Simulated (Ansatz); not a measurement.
Density of states of Ta

```xyz
1
Lattice="2.7417 0.0000 0.0000 0.0000 2.7417 0.0000 0.0000 0.0000 2.7417" Properties=species:S:1:pos:R:3 pbc="T T T"
Ta    0.0000    0.0000    0.0000
```

The structure comes from a relaxation in the same program, started in the sc type, and has space group Pm-3m. Whether it is a known phase or the ground state wasn't checked.

Spin polarisation is left out, and whether a magnetic state lies lower isn't shown here.

Spin–orbit coupling is left out, though it moves levels of the heavy atoms by tenths of an eV or more.

Level of theory: DFT, PBE, all-electron LAPW, scalar-relativistic in Ansatz 0.2.0.

Sampling and basis: a Γ-centred 13×13×13 k mesh, Fermi–Dirac smearing of 0.03 eV, basis error target 0.5 meV/atom, no spin polarisation.

(1) Which of the resolved shells contributes most within 0.3 eV of the Fermi level?

(2) Where is the centre of the filled Ta 5d states between -14 eV and the top of the filled states?

(3) Tabulate the density of states.

Results:

(1) Ta 5d, with 91 % of all states there; Ta 6s follows with 4 %.

(2) -1.71 eV from the Fermi level.

(3) States per eV and cell, averaged over 0.6 eV, from -7.0 to 2.4 eV, with energies (bin centres) from the Fermi level; empty bins are left out. The partial columns, the largest 3 alone, are projections on Löwdin-orthogonalised atomic shells (those that the program's projection atoms carry: the occupied ones and, for some elements, an empty d or f shell; other empty shells have no column), summed over atoms of an element. Weights on diffuse s and p shells depend on that basis and aren't pure angular character.
```json
{"E (eV)": "-6.8", "total": "0.04", "Ta 5d": "0.00", "Ta 6s": "0.04", "Ta 5p": "0.00"}
{"E (eV)": "-6.2", "total": "0.09", "Ta 5d": "0.00", "Ta 6s": "0.08", "Ta 5p": "0.00"}
{"E (eV)": "-5.6", "total": "0.13", "Ta 5d": "0.01", "Ta 6s": "0.11", "Ta 5p": "0.00"}
{"E (eV)": "-5.0", "total": "0.17", "Ta 5d": "0.03", "Ta 6s": "0.14", "Ta 5p": "0.00"}
{"E (eV)": "-4.4", "total": "0.24", "Ta 5d": "0.06", "Ta 6s": "0.17", "Ta 5p": "0.00"}
{"E (eV)": "-3.8", "total": "0.46", "Ta 5d": "0.24", "Ta 6s": "0.21", "Ta 5p": "0.01"}
{"E (eV)": "-3.2", "total": "1.02", "Ta 5d": "0.76", "Ta 6s": "0.24", "Ta 5p": "0.01"}
{"E (eV)": "-2.6", "total": "1.18", "Ta 5d": "1.01", "Ta 6s": "0.14", "Ta 5p": "0.01"}
{"E (eV)": "-2.0", "total": "0.67", "Ta 5d": "0.63", "Ta 6s": "0.03", "Ta 5p": "0.00"}
{"E (eV)": "-1.4", "total": "1.74", "Ta 5d": "1.62", "Ta 6s": "0.08", "Ta 5p": "0.01"}
{"E (eV)": "-0.8", "total": "1.36", "Ta 5d": "1.23", "Ta 6s": "0.09", "Ta 5p": "0.01"}
{"E (eV)": "-0.2", "total": "1.37", "Ta 5d": "1.22", "Ta 6s": "0.07", "Ta 5p": "0.02"}
{"E (eV)": "0.4", "total": "0.71", "Ta 5d": "0.66", "Ta 6s": "0.02", "Ta 5p": "0.01"}
{"E (eV)": "1.0", "total": "0.51", "Ta 5d": "0.48", "Ta 6s": "0.02", "Ta 5p": "0.00"}
{"E (eV)": "1.6", "total": "1.12", "Ta 5d": "1.02", "Ta 6s": "0.05", "Ta 5p": "0.01"}
{"E (eV)": "2.2", "total": "1.12", "Ta 5d": "0.97", "Ta 6s": "0.09", "Ta 5p": "0.00"}
```
